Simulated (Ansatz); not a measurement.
The system is MoS2.

```
Mo S
1.0
     3.22746    0.00000    0.00000
    -1.61373    2.79507    0.00000
     0.00000    0.00000    6.31247
Mo S
1 2
Cartesian
  0.0000 0.0000 3.1562
  1.6137 0.9317 4.7008
  0.0000 1.8634 1.6117
```

Measurements of this composition are mostly on another form, of space group No. 194.

* Program: Ansatz 0.2.0
* Task: single point
* Functional: PBEsol
* Potentials or basis: Ansatz PAW
* Cutoff: 420 eV (not typed: the program's choice for these potentials)
* k mesh: 9 × 9 × 4
* Occupations: fermi-dirac, width 0.05 eV
* Spin: no spin polarisation

On this cell: pressure -3.4 GPa; largest force 0.020 eV/Å; band gap on the k mesh none (metal or under the smearing width).

The same run follows on a disturbed copy (atoms moved at random, drawn with an rms of 0.05 Å):

```
CELL_PARAMETERS angstrom
3.22746 0.00000 0.00000
-1.61373 2.79507 0.00000
0.00000 0.00000 6.31247
ATOMIC_POSITIONS crystal
Mo 0.99403 0.98173 0.49930
S 0.65564 0.32224 0.74824
S 0.33381 0.68688 0.25256
```

Q: What changes?

A: The energy (extrapolated to zero smearing) moves by +12.1 meV/atom; pressure -4.8 GPa; largest force 0.555 eV/Å; band gap on the k mesh none (metal or under the smearing width).

Forces in eV/Å, atoms in the order of the input:
```
Mo  -0.255  0.371  0.261
S    0.052  0.131 -0.379
S    0.204 -0.503  0.118
```

Stress tensor (GPa, compression positive):
```
-4.69 -0.42 -0.65
-0.42 -6.49  2.72
-0.65  2.72 -3.30
```

Caveats: the PAW data sets come from PBE, with cores solved anew for the run's functional, which leaves a small shift of forces and pressure; this functional lacks dispersion, which binds the layers, so the pressure and a relaxed spacing across them are unreliable (some runs).
